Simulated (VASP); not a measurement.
# ZrB2: single point with PBE+D3(BJ)

The system is ZrB2.

```
CELL_PARAMETERS angstrom
3.15126 0.00000 0.00000
-1.57563 2.72907 0.00000
0.00000 0.00000 3.49829
ATOMIC_POSITIONS crystal
Zr 0.00000 0.00000 0.00000
B 0.33333 0.66667 0.50000
B 0.66667 0.33333 0.50000
```

The cell is a database's computed one.

- Program: VASP 6.6.1
- Task: single point
- Functional: PBE
- Dispersion: D3(BJ)
- Potentials or basis: VASP PAW PBE potentials, release 64 (Zr_sv, B)
- Cutoff: 520 eV
- k mesh: 6 × 6 × 6
- Occupations: gaussian, width 0.1 eV
- Spin: no spin polarisation
- Dipole correction: no
- Further INCAR settings: ALGO = Normal; EDIFF = 1e-06; NBANDS = 16

The pressure is 0.1 GPa, the band gap on the k mesh is none (metal or under the smearing width) and the dispersion energy per atom is -0.399 eV.

Levels at points of the mesh, in eV from the Fermi level:
| k point | band 7 | band 8 | band 9 | band 10 | band 11 | band 12 |
| --- | --- | --- | --- | --- | --- | --- |
| (0.00, 0.00, 0.00) | -2.32 | -2.24 | -1.93 | 3.88 | 3.88 | 4.71 |
| (0.50, 0.00, 0.00) | -3.57 | -2.72 | -2.36 | 2.66 | 2.75 | 5.44 |
| (0.00, 0.00, 0.50) | -0.62 | -0.62 | 0.68 | 0.68 | 1.19 | 1.19 |
| (0.50, 0.00, 0.50) | -4.33 | -3.81 | -1.58 | 4.28 | 4.55 | 5.83 |

It took 7.5 s on 1 thread of AMD EPYC 9R45 96-Core Processor (Zen 5) (shared host), peak memory 0.13 GiB.

Caveat: the k mesh is coarse (spacing up to 0.38 Å⁻¹), so the values aren't converged; pairwise dispersion overbinds metals, which lowers pressure and volume.
